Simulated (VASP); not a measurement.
# PtSe2 (C2/m) in VASP: notebook, part 2 of 2

VASP 6.6.1. The steps go on from the part before.

## (3) Single point, PBEsol+U, collinear spin, random start

INCAR

```
SYSTEM = PtSe2
  PREC = Accurate
  ENCUT = 520
  EDIFF = 1E-6
  ISMEAR = 0
  SIGMA = 0.05
  LREAL = .False.
  LASPH = .True.
  NELM = 60
  ALGO = Normal
  ISIF = 2
  LWAVE = .False.
  LCHARG = .True.
  ISPIN = 2
  MAGMOM = 0.52 0 0
  LORBIT = 11
  LMAXMIX = 4
  LDAU = .True.
  LDAUTYPE = 2
  LDAUL = 2 -1
  LDAUU = 6 0
  LDAUJ = 0 0
  LDAUPRINT = 1
  GGA = PS
  LELF = .True.
  LVHAR = .True.
  NBANDS = 22
```

KPOINTS

```
regular mesh
0
Gamma
  6 6 4
  0 0 0
```

POSCAR

```
PtSe2
1.0
    3.2802082100     -2.0108328800      0.0000000000
    3.2802082100      2.0108328800      0.0000000000
   -0.0032294100      0.0000000000      4.6257814300
Pt Se
1 2
Direct
    0.0000000000      0.0000000000      0.0000000000
    0.6879000000      0.6879000000      0.2889000000
    0.3121000000      0.3121000000      0.7111000000
```

Potentials or basis: VASP PAW PBE potentials, release 64 (Pt, Se).

Run with:

```
cat potpaw_PBE.64/Pt/POTCAR potpaw_PBE.64/Se/POTCAR > POTCAR
mpirun -np 1 vasp_std > vasp.out
```

OUTCAR:

```text
SYSTEM = PtSe2
   PREC = Accurate
   ENCUT = 520
   EDIFF = 1E-6
   ISMEAR = 0
   LREAL = .False.
   LASPH = .True.
   NELM = 60
   ISIF = 2
   ISPIN = 2
   LORBIT = 11
   GGA = PS

 ion  position               nearest neighbor table
   1  0.000  0.000  0.000-   2 2.45   3 2.45   2 2.71   2 2.71   3 2.71   3 2.71
   2  0.688  0.688  0.289-   1 2.45   1 2.71   1 2.71
   3  0.312  0.312  0.711-   1 2.45   1 2.71   1 2.71

  LATTYP: Found a base centered monoclinic cell.
 ALAT       =     6.5604164200
 B/A-ratio  =     0.6130198912
[... 1475 lines left out ...]
 -----------------------------------------------------------------------------
  energy-cutoff  :      520.00
  volume of cell :       61.02
      direct lattice vectors                 reciprocal lattice vectors
     3.280208210 -2.010832880  0.000000000     0.152429348 -0.248653185  0.000106416
     3.280208210  2.010832880  0.000000000     0.152429348  0.248653185  0.000106416
    -0.003229410  0.000000000  4.625781430     0.000000000  0.000000000  0.216179691

 POSITION                                       TOTAL-FORCE (eV/Angst)
 -----------------------------------------------------------------------------------
      0.00000      0.00000      0.00000        -0.000000      0.000000     -0.000000
      4.51198      0.00000      1.33639        -0.423829      0.000000     -0.951159
      2.04521      0.00000      3.28939         0.423829      0.000000      0.951159
 -----------------------------------------------------------------------------------
    total drift:                                0.000000      0.000000      0.000000

  FREE ENERGIE OF THE ION-ELECTRON SYSTEM (eV)
  ---------------------------------------------------
  free  energy   TOTEN  =       -11.5504837119 eV

  energy  without entropy=      -11.5485795330  energy(sigma->0) =      -11.54953162

 total charge

# of ion       s       p       d       tot
------------------------------------------
    1        0.588   0.497   8.560   9.645
    2        1.500   2.123   0.060   3.684
    3        1.500   2.123   0.060   3.684
--------------------------------------------------
tot          3.588   4.744   8.680  17.013

 magnetization (x)

# of ion       s       p       d       tot
------------------------------------------
    1        0.000  -0.000   0.000   0.000
    2        0.000  -0.000   0.000  -0.000
    3        0.000  -0.000   0.000  -0.000
--------------------------------------------------
tot          0.000  -0.000   0.000   0.000
```

OSZICAR:

```text
N       E                     dE             d eps       ncg     rms          rms(c)
DAV:   1     0.109396470887E+03    0.10940E+03   -0.96002E+03  4184   0.858E+02
DAV:   2    -0.657941435521E+01   -0.11598E+03   -0.11072E+03  4894   0.186E+02
DAV:   3    -0.114373770016E+02   -0.48580E+01   -0.48101E+01  5086   0.366E+01
DAV:   4    -0.114694407030E+02   -0.32064E-01   -0.32059E-01  4628   0.333E+00
DAV:   5    -0.114697988067E+02   -0.35810E-03   -0.35810E-03  5124   0.357E-01    0.137E+01
DAV:   6    -0.114850962646E+02   -0.15297E-01   -0.31833E-01  4520   0.416E+00    0.692E+00
DAV:   7    -0.115296676785E+02   -0.44571E-01   -0.16361E-01  4514   0.274E+00    0.279E+00
DAV:   8    -0.115411100581E+02   -0.11442E-01   -0.47784E-02  4718   0.177E+00    0.562E-01
DAV:   9    -0.115460453084E+02   -0.49353E-02   -0.77126E-03  4820   0.608E-01    0.402E-01
DAV:  10    -0.115496554142E+02   -0.36101E-02   -0.51227E-03  4568   0.483E-01    0.216E-01
DAV:  11    -0.115502410688E+02   -0.58565E-03   -0.76973E-04  4864   0.213E-01    0.122E-01
DAV:  12    -0.115504473675E+02   -0.20630E-03   -0.35788E-04  4576   0.134E-01    0.404E-02
DAV:  13    -0.115504759340E+02   -0.28567E-04   -0.66381E-05  4926   0.587E-02    0.185E-02
DAV:  14    -0.115504804556E+02   -0.45216E-05   -0.75459E-06  4706   0.176E-02    0.110E-02
DAV:  15    -0.115504832313E+02   -0.27756E-05   -0.58567E-06  4442   0.146E-02    0.515E-03
DAV:  16    -0.115504837119E+02   -0.48065E-06   -0.75428E-07  2504   0.546E-03
   1 F= -.11550484E+02 E0= -.11549532E+02  d E =-.190418E-02  mag=     0.0001
```

It took 1.9 min on 1 thread of Intel Xeon Platinum 8375C at 2.90GHz (Ice Lake), shared host; peak memory 0.26 GiB.

Results:

```
Free energy                                           : -11.5505 eV
Pressure                                              : -10.0 GPa
Largest force                                         : 1.041 eV/Å
Band gap on the k mesh                                : none (metal or under the smearing width)
Net moment                                            : 0.00 μB per cell
Valence electrons inside the program's atomic spheres : Pt 9.64; Se 3.68
```

Forces in eV/Å, atoms in the order of the input:
```
Pt   0.000  0.000  0.000
Se  -0.424  0.000 -0.951
Se   0.424  0.000  0.951
```

Eigenvalues of the final occupation matrices:
| site | spin | trace | eigenvalues |
| --- | --- | --- | --- |
| site 1 d | 1 | 4.31 | 0.71 0.79 0.94 0.94 0.94 |
| site 1 d | 2 | 4.31 | 0.71 0.79 0.94 0.94 0.94 |

Caveat: the PAW data sets were made with another functional, which shifts forces and pressure a little. The state reached can hang on the start; a lower one may exist.

## (4) Single point, PBEsol+U, collinear spin, ferromagnetic start

INCAR

```
PREC = Accurate
ENCUT = 520
EDIFF = 1E-6
ISMEAR = 0
SIGMA = 0.05
LREAL = False
LASPH = True
NELM = 80
ALGO = Normal
ISIF = 2
LWAVE = False
LCHARG = False
ISPIN = 2
MAGMOM = 0.5 0 0
LORBIT = 11
NUPDOWN = 1
LMAXMIX = 4
LDAU = True
LDAUTYPE = 2
LDAUL = 2 -1
LDAUU = 6 0
LDAUJ = 0 0
LDAUPRINT = 1
GGA = PS
NBANDS = 22
```

KPOINTS

```
regular mesh
0
Gamma
  6 6 4
```

POSCAR is that of step 3.

Potentials or basis: VASP PAW PBE potentials, release 64 (Pt, Se).

Run with:

```
cat potpaw_PBE.64/Pt/POTCAR potpaw_PBE.64/Se/POTCAR > POTCAR
mpirun -np 1 vasp_std > vasp.out
```

OUTCAR:

```text
PREC = Accurate
   ENCUT = 520
   EDIFF = 1E-6
   ISMEAR = 0
   LREAL = False
   LASPH = True
   NELM = 80
   ISIF = 2
   ISPIN = 2
   LORBIT = 11
   NUPDOWN = 1
   GGA = PS

 ion  position               nearest neighbor table
   1  0.000  0.000  0.000-   2 2.45   3 2.45   2 2.71   2 2.71   3 2.71   3 2.71
   2  0.688  0.688  0.289-   1 2.45   1 2.71   1 2.71
   3  0.312  0.312  0.711-   1 2.45   1 2.71   1 2.71

  LATTYP: Found a base centered monoclinic cell.
[... 1475 lines left out ...]

 VOLUME and BASIS-vectors are now :
 -----------------------------------------------------------------------------
  energy-cutoff  :      520.00
  volume of cell :       61.02
      direct lattice vectors                 reciprocal lattice vectors
     3.280208210 -2.010832880  0.000000000     0.152429348 -0.248653185  0.000106416
     3.280208210  2.010832880  0.000000000     0.152429348  0.248653185  0.000106416
    -0.003229410  0.000000000  4.625781430     0.000000000  0.000000000  0.216179691

 POSITION                                       TOTAL-FORCE (eV/Angst)
 -----------------------------------------------------------------------------------
      0.00000      0.00000      0.00000        -0.000000      0.000000      0.000000
      4.51198      0.00000      1.33639        -0.385828     -0.000000     -0.919142
      2.04521      0.00000      3.28939         0.385828     -0.000000      0.919142
 -----------------------------------------------------------------------------------
    total drift:                                0.000000      0.000000      0.000000

  FREE ENERGIE OF THE ION-ELECTRON SYSTEM (eV)
  ---------------------------------------------------
  free  energy   TOTEN  =       -11.2477840048 eV

  energy  without entropy=      -11.2457478428  energy(sigma->0) =      -11.24676592

 total charge

# of ion       s       p       d       tot
------------------------------------------
    1        0.590   0.489   8.566   9.645
    2        1.500   2.125   0.060   3.685
    3        1.500   2.125   0.060   3.685
--------------------------------------------------
tot          3.590   4.739   8.686  17.015

 magnetization (x)

# of ion       s       p       d       tot
------------------------------------------
    1        0.015   0.029   0.388   0.431
    2        0.019   0.170   0.005   0.194
    3        0.019   0.170   0.005   0.194
--------------------------------------------------
tot          0.052   0.370   0.398   0.820
```

OSZICAR:

```text
N       E                     dE             d eps       ncg     rms          rms(c)
DAV:   1     0.109668439913E+03    0.10967E+03   -0.96002E+03  4184   0.858E+02
DAV:   2    -0.623969364910E+01   -0.11591E+03   -0.11070E+03  4894   0.186E+02
DAV:   3    -0.111176599501E+02   -0.48780E+01   -0.48395E+01  5080   0.367E+01
DAV:   4    -0.111496204822E+02   -0.31961E-01   -0.31956E-01  4634   0.332E+00
DAV:   5    -0.111499765385E+02   -0.35606E-03   -0.35605E-03  5124   0.357E-01    0.144E+01
DAV:   6    -0.111848518424E+02   -0.34875E-01   -0.34575E-01  4550   0.428E+00    0.735E+00
DAV:   7    -0.112224477814E+02   -0.37596E-01   -0.12074E-01  4466   0.239E+00    0.282E+00
DAV:   8    -0.112398231217E+02   -0.17375E-01   -0.36899E-02  4844   0.154E+00    0.572E-01
DAV:   9    -0.112438125022E+02   -0.39894E-02   -0.57757E-03  4750   0.526E-01    0.370E-01
DAV:  10    -0.112470633085E+02   -0.32508E-02   -0.46483E-03  4718   0.460E-01    0.173E-01
DAV:  11    -0.112476205313E+02   -0.55722E-03   -0.79968E-04  4768   0.204E-01    0.967E-02
DAV:  12    -0.112477590188E+02   -0.13849E-03   -0.21630E-04  4780   0.100E-01    0.433E-02
DAV:  13    -0.112477808071E+02   -0.21788E-04   -0.41555E-05  4870   0.495E-02    0.115E-02
DAV:  14    -0.112477832776E+02   -0.24705E-05   -0.48402E-06  4850   0.158E-02    0.614E-03
DAV:  15    -0.112477840048E+02   -0.72721E-06   -0.15807E-06  3480   0.878E-03
   1 F= -.11247784E+02 E0= -.11246766E+02  d E =-.203616E-02  mag=     1.0000
```

Run time: 1.8 min. Hardware: 1 thread of Intel Xeon Platinum 8375C at 2.90GHz (Ice Lake), shared host; peak memory 0.26 GiB.

What came out:

```yaml
Free_energy: -11.2478 eV
Pressure: -8.5 GPa
Largest_force: 0.997 eV/Å
Net_moment: 1.00 μB per cell
Site_moments: Pt +0.43; Se +0.19 μB
Valence_electrons_inside_the_program's_atomic_spheres: Pt 9.64; Se 3.69
```

Forces in eV/Å, atoms in the order of the input:
```
Pt   0.000  0.000  0.000
Se  -0.386  0.000 -0.919
Se   0.386  0.000  0.919
```

Stress tensor (GPa, compression positive):
```
 -6.75   0.00  -3.31
  0.00 -13.25   0.00
 -3.31   0.00  -5.48
```

Eigenvalues of the final occupation matrices:
| site | spin | trace | eigenvalues |
| --- | --- | --- | --- |
| site 1 d | 1 | 4.51 | 0.79 0.89 0.94 0.94 0.94 |
| site 1 d | 2 | 4.12 | 0.66 0.67 0.93 0.93 0.93 |

Caveat: the PAW data sets were made with another functional, which shifts forces and pressure a little; the total moment is fixed, so each spin has its own Fermi level.

## (5) Overview

```csv
spin,fixed moment (μB),gap on the mesh (eV),pressure (GPa),moment (μB),largest force (eV/Å)
"collinear, ferromagnetic start",-,none,-10.0,0.00,1.04
"collinear, random start",-,none,-10.0,0.00,1.04
"collinear, ferromagnetic start",1,-,-8.5,1.00,1.00
```

Alike in all rows: task single point; level PBEsol+U; potentials or basis VASP PAW PBE potentials, release 64 (Pt, Se); Pt d U = 6 eV; cell as given; k mesh 6 × 6 × 4; cutoff (eV) 520; smearing gaussian 0.05 eV.

Caveats: the PAW data sets were made with another functional, which shifts forces and pressure a little; the total moment is fixed, so each spin has its own Fermi level (some runs).

Absolute energies hang on the potentials; compare differences alone.
